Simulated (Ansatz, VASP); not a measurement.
Two plane-wave programs on AlN

File INCAR:

```
ALGO = Normal ; EDIFF = 1E-6
ENCUT = 520 ; GGA = PE
ISIF = 2 ; ISMEAR = 0
LASPH = True ; LCHARG = False
LREAL = False ; LWAVE = False
NBANDS = 11 ; NELM = 100
PREC = Accurate ; SIGMA = 0.05
```

Contents of KPOINTS:

```
k-points
0
Gamma
  10 10 10
```

Contents of POSCAR:

```
AlN
1.0
    0.0165119033      2.2015871044      2.2015871044
    2.2015871044      0.0165119033      2.2015871044
    2.2180990077      2.2180990077      0.0000000000
Al N
1 1
Direct
    0.0000000000      0.0000000000      0.0000000000
    0.7500000000      0.7500000000      0.7500000000
```

Input for Ansatz:

```yaml
crystal:
  lattice:
    - [0.0165119033, 2.2015871006, 2.2015871006]
    - [2.2015871006, 0.0165119033, 2.2015871006]
    - [2.2180990039, 2.2180990039, 0.0]
  atoms:
    - { symbol: Al, position: [0.0, 0.0, 0.0] }
    - { symbol: "N", position: [0.75, 0.75, 0.75] }
basis:
  ecutwfc: 420
kpoints:
  mp_grid: { grid: [10, 10, 10] }
hamiltonian:
  xc: pbe
scf:
  occupations: { method: gaussian, width: 0.05 }
output:
  forces: true
  stress: true
  eigenvalues: true
  write_density: true
  write_potential: true
  elf: true
  volumetric_format: npy
```

Change from the starting cell: strain +0.0150 x Voigt [0, 0, 0, 0, 0, 1], atoms carried along.

Alike in both runs: task single point; functional PBE; k mesh 10 × 10 × 10; occupations gaussian, width 0.05 eV; no spin polarisation.

|  | VASP | Ansatz |
| --- | --- | --- |
| version | VASP 6.6.1 | Ansatz 0.2.0 |
| potentials or method | VASP PAW PBE potentials, release 64 (Al, N) | scalar-relativistic, plane waves, PAW |
| plane-wave cutoff (eV) | 520 | 420 |
| valence electrons in the cell | 8 | 8 |

|  | VASP | Ansatz | Ansatz less VASP |
| --- | --- | --- | --- |
| gap on the k mesh at the Fermi level (eV) | 3.26 | 3.27 | +0.008 |
| least direct gap on the mesh (eV) | 3.94 | 3.93 | -0.008 |
| pressure (GPa) | -0.2 | 0.1 | +0.29 |
| largest component of the traceless stress (GPa) | 3.22 | 3.19 | -0.023 |
| rms of the force components (eV/Å) | 0.070 | 0.069 | -0.0004 |

Atom by atom the forces differ by 0.000 eV/Å (rms over components).

A k mesh can miss the band edges.
